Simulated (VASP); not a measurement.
# InP (F-43m) in VASP: further runs, part 2 of 2

VASP 6.6.1. The steps go on from the part before.

## 3. G0W0 quasiparticle levels, PBE

Contents of POSCAR:

```
InP
1.0
    0.0000000000      2.9305000000      2.9305000000
    2.9305000000      0.0000000000      2.9305000000
    2.9305000000      2.9305000000      0.0000000000
In P
1 1
Direct
    0.0000000000      0.0000000000      0.0000000000
    0.7500000000      0.7500000000      0.7500000000
```

Contents of INCAR.step1:

```
  PREC = Accurate
  ENCUT = 450
  EDIFF = 1E-8
  ISMEAR = 0
  SIGMA = 0.01
  LREAL = False
  LASPH = True
  NELM = 80
  ALGO = Normal
  LWAVE = True
  LCHARG = False
  GGA = PE
```

Contents of INCAR.step2:

```
  PREC = Accurate
  ENCUT = 450
  EDIFF = 1E-8
  ISMEAR = 0
  SIGMA = 0.01
  LREAL = False
  LASPH = True
  NELM = 1
  ALGO = Exact
  LWAVE = True
  LCHARG = False
  GGA = PE
  NBANDS = 24
  LOPTICS = True
  ISTART = 1
```

Contents of INCAR.step3:

```
  PREC = Accurate
  ENCUT = 450
  EDIFF = 1E-8
  ISMEAR = 0
  SIGMA = 0.01
  LREAL = False
  LASPH = True
  ALGO = EVGW0
  LWAVE = False
  LCHARG = False
  GGA = PE
  NELMGW = 1
  NBANDS = 24
  ENCUTGW = 260
  NOMEGA = 48
  PRECFOCK = Fast
  ISTART = 1
  NBANDSGW = 17
```

Contents of KPOINTS:

```
Automatic mesh
0
Gamma
  3 3 3
```

Potentials or basis: VASP PAW PBE potentials, release 64 (In_d_GW, P_GW).

Launch:

```bash
$ cat potpaw_PBE.64/In_d_GW/POTCAR potpaw_PBE.64/P_GW/POTCAR > POTCAR
$ cp INCAR.step1 INCAR
$ mpirun -np 1 vasp_std > vasp.out
$ cp INCAR.step2 INCAR
$ mpirun -np 1 vasp_std > vasp.out
$ cp INCAR.step3 INCAR
$ mpirun -np 1 vasp_std > vasp.out
```

OUTCAR:

```text
PREC = Accurate
   ENCUT = 450
   EDIFF = 1E-8
   ISMEAR = 0
   LREAL = False
   LASPH = True
   GGA = PE
   NELMGW = 1
   ENCUTGW = 260
   PRECFOCK = Fast
   ISTART = 1

 Found      4 irreducible k-points:

 Following reciprocal coordinates:
            Coordinates               Weight
  0.000000  0.000000  0.000000      1.000000
  0.333333  0.000000  0.000000      8.000000
  0.333333  0.333333  0.000000      6.000000
 -0.333333  0.333333  0.000000     12.000000
   k-points           NKPTS =      4   k-points in BZ     NKDIM =     27   number of bands    NBANDS=     24
   number of dos      NEDOS =    301   number of ions     NIONS =      2
   total plane-waves  NPLWV =  27000
   dimension x,y,z NGX =    30 NGY =   30 NGZ =   30
   dimension x,y,z NGXF=    60 NGYF=   60 NGZF=   60
   ions per type =               1   1
   NGX,Y,Z   is equivalent  to a cutoff of  12.03, 12.03, 12.03 a.u.
   NGXF,Y,Z  is equivalent  to a cutoff of  24.07, 24.07, 24.07 a.u.
 SYSTEM =  unknown system
   PREC   = accura    normal or accurate (medium, high low for compatibility)
   ISTART =      1    job   : 0-new  1-cont  2-samecut
   ICHARG =      0    charge: 1-file 2-atom 10-const
   ISPIN  =      1    spin polarized calculation?
   LNONCOLLINEAR =      F non collinear calculations
   LSORBIT =      F    spin-orbit coupling
   LASPH  =      T    aspherical Exc in radial PAW
   ENCUT  =  450.0 eV  33.07 Ry    5.75 a.u.   7.17  7.17  7.17*2*pi/ulx,y,z
   NELM   =     60;   NELMIN=  2; NELMDL=  0     # of ELM steps
   EDIFF  = 0.1E-07   stopping-criterion for ELM
   LREAL  =      F    real-space projection
   EDIFFG = 0.1E-06   stopping-criterion for IOM
   NSW    =      0    number of steps for IOM
   IBRION =     -1    ionic relax: 0-MD 1-quasi-New 2-CG
   NFREE  =      0    steps in history (QN), initial steepest desc. (CG)
   ISIF   =      0    stress and relaxation
   ISYM   =      3    0-nonsym 1-usesym 2-fastsym
   POTIM  = 0.5000    time-step for ionic-motion
   TEBEG  =    0.0;   TEEND  =   0.0 temperature during run
   PSTRESS=    0.0 pullay stress
   NELECT =      18.0000    total number of electrons
   NUPDOWN=      -1.0000    fix difference up-down
   EMIN   =  10.00;   EMAX   =-10.00  energy-range for DOS
   EFERMI =   0.00;   METHOD = LEGACY
   ISMEAR =     0;   SIGMA  =   0.01  broadening in eV -4-tet -1-fermi 0-gaus
   EFERMI_NEDOS =   21; number of points for ismear=-14 and -15
   IALGO  =     38    algorithm
   IMIX   =      4    mixing-type and parameters
     AMIX     =   0.40;   BMIX     =  1.00
     AMIX_MAG =   1.60;   BMIX_MAG =  1.00
  volume/ion in A,a.u.               =      25.17       169.83
  Fermi-wavevector in a.u.,A,eV,Ry     =   1.162021  2.195901 18.371846  1.350293
  Thomas-Fermi vector in A             =   2.298587
   LORBIT       =      0    0 simple, 1 ext, 2 COOP (PROOUT), +10 PAW based schemes
   GGA     = PE    functional components
   LHFCALC =     T    Hartree Fock is set to
   PRECFOCK=fast      Normal, Fast or Accurate (Low or Medium for compatibility)
   ENCUT4O =  -1.0   cutoff for four orbital integrals eV
   NKREDX  =     1    reduce k-point grid by
   NKREDY  =     1    reduce k-point grid by
   NKREDZ  =     1    reduce k-point grid by
   AEXX    =    1.0000 exact exchange contribution
   HFSCREEN=    0.0000 screening length (either q_TF or 0.3 A-1)
   HFSCREENC=   0.0000 screening length for correlation (either q_TF or 0.3 A-1)
   ENCUTFOCK=  -1.0 apply spherical cutoff to Coloumb kernel
   IVDW    =     0    specifies the selected vdW correction
   LEPSILON=     F    determine dielectric tensor
   LRPA    =     F    only Hartree local field effects (RPA)
   LRPAFORCE           =     F    calculate RPA forces
   ENCUTGW             = 260.0    cutoff for response function in eV
   ENCUTGWSOFT         = 208.0    soft cutoff for Coulomb kernel in GW response function in eV
   ENCUTLF             =  -1.0    cutoff for local field effects
   NELMGW              =     1    number of iterations in solving QP/BSE equation
   NELMHF              =     1    number of iterations in the inner HF iteration
   NKREDLFX            =     1    NKREDLFY  =   1   NKREDLFZ  =   1
 non-spin polarized calculation
 Gauss-broadening in eV      SIGMA  =   0.01
  energy-cutoff  :      450.00
  volume of cell :       50.33
 maximum number of plane-waves:      1113
 NGX is ok and might be reduce to    30
  NGX = 16; NGY = 16; NGZ = 16
   NGX = 15   NGY = 15   NGZ = 15
 maximum number of plane-waves:       531

 QP shifts <psi_nk| G(iteration)W_0 |psi_nk>: iteration 1
 for sc-GW calculations column KS-energies equals QP-energies in previous step
 and V_xc(KS)=  KS-energies - (<T + V_ion + V_H > + <T+V_H+V_ion>^1  + <V_x>^1)

 k-point   1 :       0.0000    0.0000    0.0000
  band No.  KS-energies  QP-energies   sigma(KS)   V_xc(KS)     V^pw_x(r,r')   Z            occupation Imag(sigma)

      1     -10.2933     -11.7981     -18.7228     -16.5967     -25.3298       0.7078       2.0000       0.4202
      2     -10.2933     -11.7981     -18.7228     -16.5967     -25.3298       0.7078       2.0000       0.4202
      3     -10.2933     -11.7981     -18.7228     -16.5967     -25.3298       0.7078       2.0000       0.4202
      4     -10.1476     -11.6796     -18.8469     -16.6813     -25.3437       0.7074       2.0000       0.3448
      5     -10.1476     -11.6796     -18.8469     -16.6813     -25.3437       0.7074       2.0000       0.3448
      6      -7.4965      -7.4073     -11.1587     -11.2915     -18.2328       0.6714       2.0000       1.3297
[... 9 lines left out ...]
     16      13.3900      14.6234      -8.6133     -10.2238      -4.5789       0.7658       0.0000      -0.3666
     17      15.1508      15.8264      -6.6788      -7.5434      -2.2265       0.7813       0.0000      -0.5762

 k-point   2 :       0.3333    0.0000    0.0000
  band No.  KS-energies  QP-energies   sigma(KS)   V_xc(KS)     V^pw_x(r,r')   Z            occupation Imag(sigma)

      1     -10.3780     -11.7945     -18.4331     -16.4123     -25.1398       0.7010       2.0000       0.4636
      2     -10.2619     -11.7733     -18.7592     -16.6269     -25.3500       0.7088       2.0000       0.4111
      3     -10.2619     -11.7733     -18.7592     -16.6269     -25.3500       0.7088       2.0000       0.4111
      4     -10.1406     -11.6741     -18.8545     -16.6925     -25.3595       0.7093       2.0000       0.3451
      5     -10.1406     -11.6741     -18.8545     -16.6925     -25.3595       0.7093       2.0000       0.3451
      6      -6.3726      -6.3197     -11.7243     -11.8032     -18.3664       0.6706       2.0000       1.0886
[... 9 lines left out ...]
     16      13.0533      14.1300      -8.2836      -9.6879      -4.1946       0.7668       0.0000      -0.3838
     17      17.8490      19.2235      -7.7151      -9.4725      -3.1524       0.7821       0.0000      -0.8454

 k-point   3 :       0.3333    0.3333    0.0000
  band No.  KS-energies  QP-energies   sigma(KS)   V_xc(KS)     V^pw_x(r,r')   Z            occupation Imag(sigma)

      1     -10.4311     -11.8268     -18.3671     -16.3704     -25.1035       0.6990       2.0000       0.4800
      2     -10.2169     -11.7363     -18.8267     -16.6866     -25.4095       0.7099       2.0000       0.4007
      3     -10.2169     -11.7363     -18.8267     -16.6866     -25.4095       0.7099       2.0000       0.4007
      4     -10.1839     -11.7036     -18.7694     -16.6154     -25.2746       0.7055       2.0000       0.3537
      5     -10.1216     -11.6569     -18.8712     -16.7115     -25.3767       0.7109       2.0000       0.3399
      6      -5.9901      -5.9414     -11.8138     -11.8862     -18.3062       0.6719       2.0000       1.0222
[... 9 lines left out ...]
     16      17.3369      18.4711      -7.2048      -8.6493      -2.7486       0.7852       0.0000      -0.7009
     17      18.1419      19.6161      -8.5895     -10.4773      -3.7866       0.7809       0.0000      -0.9659

 k-point   4 :      -0.3333    0.3333    0.0000
  band No.  KS-energies  QP-energies   sigma(KS)   V_xc(KS)     V^pw_x(r,r')   Z            occupation Imag(sigma)

      1     -10.4273     -11.8021     -18.3285     -16.3602     -25.0946       0.6985       2.0000       0.4896
      2     -10.2338     -11.7495     -18.7883     -16.6457     -25.3601       0.7074       2.0000       0.3932
      3     -10.2152     -11.7356     -18.8255     -16.6896     -25.4093       0.7118       2.0000       0.4025
      4     -10.1613     -11.6867     -18.8159     -16.6576     -25.3237       0.7067       2.0000       0.3481
      5     -10.1358     -11.6686     -18.8495     -16.6908     -25.3551       0.7101       2.0000       0.3425
      6      -5.2478      -5.1949     -12.3432     -12.4209     -18.6366       0.6815       2.0000       0.9004
[... 9 lines left out ...]
     16      17.1145      18.3050      -7.5974      -9.1332      -3.0451       0.7752       0.0000      -0.6787
     17      17.9822      19.2999      -7.8984      -9.6032      -3.1822       0.7729       0.0000      -0.8406
```

Run time: 81 s. Hardware: 1 thread of Intel Xeon Platinum 8375C at 2.90GHz (Ice Lake), shared host; peak memory 0.59 GiB.

These settings aren't checked as converged: the numbers below hold their error.

Results:

| Item | Value |
| --- | --- |
| Band gap on the k mesh, mean-field level | 0.67 eV, direct |
| Quasiparticle gap | 1.39 eV |
| Least direct quasiparticle gap | 1.39 eV |

Caveat: the k mesh is coarse (spacing up to 0.62 Å⁻¹), so the values aren't converged; bands, screening cutoff and mesh are small and nothing is extrapolated, so the quasiparticle values aren't converged; spin-orbit coupling is left out, which moves the levels of the heavy elements.
